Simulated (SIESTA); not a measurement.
## SnO2 (Cassiterite) in SIESTA: the effect of basis

SnO2 (Cassiterite):

```
Sn O
1.0
     4.73800    0.00000    0.00000
     0.00000    4.73800    0.00000
     0.00000    0.00000    3.18650
Sn O
2 4
Direct
  0.50000 0.50000 0.50000
  0.00000 0.00000 0.00000
  0.80710 0.19290 0.50000
  0.69290 0.69290 0.00000
  0.19290 0.80710 0.50000
  0.30710 0.30710 0.00000
```

Alike in all runs:

- Program: SIESTA 5.4.2
- Task: single point
- Functional: PBE
- Potentials or basis: PseudoDojo 0.4 standard (PBE files)
- Grid cutoff: 800 Ry
- Energy shift: 0.003 Ry
- k mesh: 4 × 4 × 6
- Occupations: fermi-dirac, width 0.05 eV
- Spin: no spin polarisation

```csv
basis,gap on the mesh (eV),pressure (GPa),largest force (eV/Å)
SZ,?,?,?
SZP,0.90,22.4,0.32
DZ,0.92,18.0,0.41
DZP,1.02,17.7,0.29
DZDP,1.06,17.2,0.35
TZP,1.07,16.1,0.26
TZDP,1.11,16.0,0.31
```

**Question.** What does the run with basis SZ give?

**Answer.** gap on the mesh 0.31 eV; pressure 28.2 GPa; largest force 0.53 eV/Å.

Caveats: spin-orbit coupling is left out, which moves the levels of the heavy elements; the basis of atomic orbitals isn't converged, which shifts pressures, moduli and gaps; the basis has no polarisation orbitals (some runs); a pressure of tens of GPa on the cell as given is suspect, and the run, the potentials or the cell itself is likely at fault (some runs).

